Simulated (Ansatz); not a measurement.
```
Ca Se
1.0
     0.00000    2.79809    2.79809
     2.79809    0.00000    2.79809
     2.79809    2.79809    0.00000
Ca Se
1 1
Direct
  0.00000 0.00000 0.00000
  0.50000 0.50000 0.50000
```

PBE in Ansatz, hard PAW set made for 700 eV, wave cutoff 700 eV, 4×4×4 mesh, fixed fractional positions. The pressure is 13.5 GPa and the gap on the mesh 1.52 eV.

(1) The cell is scaled evenly to 1.128 times its volume. What pressure and gap follow, and what mean bulk modulus do the two pressures imply?

Answers

(1) 3.9 GPa, gap 1.91 eV; B = −ΔP/Δln V ≈ 80 GPa over this range.

The cell is a model at fixed atoms and needn't be the relaxed known crystal. Spin-orbit coupling is left out. The mesh is coarse, so these values aren't converged.
